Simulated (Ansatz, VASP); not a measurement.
# Mg: VASP beside Ansatz

```
CELL_PARAMETERS angstrom
3.20930 0.00000 0.00000
-1.60465 2.77934 0.00000
0.00000 0.00000 5.21030
ATOMIC_POSITIONS crystal
Mg 0.66667 0.33333 0.75000
Mg 0.33333 0.66667 0.25000
```

Alike in both runs: functional PBE; dispersion D3(BJ); k mesh 8 × 8 × 4; occupations methfessel-paxton of order 1, width 0.05 eV; non-collinear spin.

```csv
,VASP,Ansatz
version,VASP 6.6.1,Ansatz 0.2.0
potentials or method,"VASP PAW PBE potentials, release 64 (Mg), cutoff 520 eV","all-electron LAPW, scalar-relativistic"
task,single point,atomic charges
```

|  | VASP | Ansatz | Ansatz less VASP |
| --- | --- | --- | --- |
| gap on the k mesh at the Fermi level (eV) | none | none | - |
| pressure (GPa) | -2.5 | -2.4 | +0.11 |
| largest component of the traceless stress (GPa) | 0.71 | 0.71 | -0.002 |
| net moment per atom (μB) | 0.00 | 0.00 | 0.000 |
| dispersion energy (meV/atom) | -280.1 | -280.1 | -0.07 |

A gap of «none» marks a metal or a gap that the smearing closes. Ansatz ran all-electron here, so the differences hold the error of VASP's frozen core and of both bases.

Caveats: pairwise dispersion overbinds metals, which lowers pressure and volume; the program listed the state as in doubt (Ansatz); the k mesh is thin for a metal, which can move the energy by tens of meV per atom (Ansatz); the starting moments weren't kept (Ansatz).
